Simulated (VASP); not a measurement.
Runs of VASP 6.6.1 on CoO. It takes space group I4/mmm (No. 139, tetragonal). The conventional cell has a = 3.016 Å, b = 3.016 Å, c = 4.215 Å, α = 90.00°, β = 90.00°, γ = 90.00°. Around Co (site symmetry 4/mmm) lie 6 O at 2.11 to 2.13 Å. O (site symmetry 4/mmm) is surrounded by 6 Co at 2.11 to 2.13 Å. 

| level | spin | U | fixed moment (μB) | gap on the mesh (eV) | pressure (GPa) | moment (μB) |
| --- | --- | --- | --- | --- | --- | --- |
| PBE | collinear, random start | - | - | none | (b) | 2.85 |
| PBE+U | collinear, ferromagnetic start | Co d U = 4 eV | - | none | 0.1 | 3.00 |
| PBE+U | collinear, random start | Co d U = 4 eV | - | none | 0.1 | 3.00 |
| PBE+U | non-collinear, random start, SOC | Co d U = 4 eV | - | - | 6.6 | 3.00 |
| PBE+U | collinear, ferromagnetic start | Co d U = 4 eV | 2 | - | -4.9 | 2.00 |
| PBE | collinear, ferromagnetic start | - | 4 | - | 24.3 | 4.00 |
| PBE+U | collinear, zero start | Co d U = 4 eV | - | none | (a) | 0.00 |

Alike in all rows: task single point; potentials or basis VASP PAW PBE potentials, release 64 (Co, O); cell as given; k mesh 9 × 9 × 9; cutoff (eV) 520; smearing gaussian 0.05 eV.

Q: Fill in the values left out.

A: (a) -18.6; (b) -1.1.

Caveats: a cell with one magnetic atom can't hold antiferromagnetic order, which such compounds often take (some runs); the total moment is fixed, so each spin has its own Fermi level (some runs); semilocal functionals often make such compounds metallic where correlation or magnetic order opens a gap, which also shifts bond lengths (some runs); the moment is held away from its start (some runs).

A gap of «none» marks a metal or a gap under the smearing width.
